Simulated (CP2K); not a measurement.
InSe under changes of volume

One of the cells (29.237 Å³/atom); the others are scaled copies at fixed shape and fractional positions:

```xyz
4
Lattice="8.7503 0.0000 0.0000 7.8360 3.8941 0.0000 7.8360 1.8397 3.4321" Properties=species:S:1:pos:R:3 pbc="T T T"
In   21.7016    5.0951    3.0498
In    0.0000    0.0000    0.0000
Se    4.1982    0.9856    0.5900
Se    9.3659    2.1989    1.3162
```

- Program: CP2K 2026.2
- Functional: PBE
- Potentials or basis: POTENTIAL_UZH In GTH-PBE-q13, Se GTH-PBE-q6; TZVP-MOLOPT-PBE-GTH basis
- Density cutoff: 6123 eV
- k mesh: 8 × 8 × 8
- Occupations: fermi-dirac, width 0.05 eV
- Spin: no spin polarisation

| volume (Å³/atom) | energy over the lowest point (meV/atom) | pressure (GPa) | gap on the mesh (eV) | largest force (eV/Å) |
| --- | --- | --- | --- | --- |
| 27.483 | 75.44 | 7.4 | 0.59 | 0.894 |
| 28.068 | 51.23 | 5.9 | 0.53 | 0.699 |
| 28.652 | 32.36 | 4.5 | 0.47 | 0.539 |
| 29.237 | 18.26 | 3.3 | 0.42 | 0.449 |
| 29.822 | ? | ? | ? | ? |
| 30.406 | 2.50 | 1.1 | 0.32 | 0.283 |
| 30.991 | 0.00 | 0.2 | 0.28 | 0.208 |

Question: What does the run at 29.822 Å³/atom give?

Answer: Energy over the lowest point 8.46 meV/atom; pressure 2.1 GPa; gap on the mesh 0.37 eV; largest force 0.364 eV/Å.

Worked out: A Birch-Murnaghan fit of order 3 (a polynomial in V^(-2/3)) to the other rows has its minimum at 31.16 Å³/atom, just outside them, with B0 = V·E''(V) = 44 GPa and B' = 4.7 at fixed shape and positions, which overstates the stiffness. It gives 8.45 meV/atom at 29.822 Å³/atom, against the run's 8.46, and -dE/dV = 2.1 GPa, against 2.1. A straight line through the other rows of the gap, of slope -2.58 eV per unit of ln V (its deformation potential), gives 0.37 eV, against the run's 0.37.

Energies are extrapolated to zero smearing.

Caveats: spin-orbit coupling is left out, which moves the levels of the heavy elements; the basis of atomic orbitals isn't converged, which shifts pressures, moduli and gaps.

A mesh can miss the band edges.
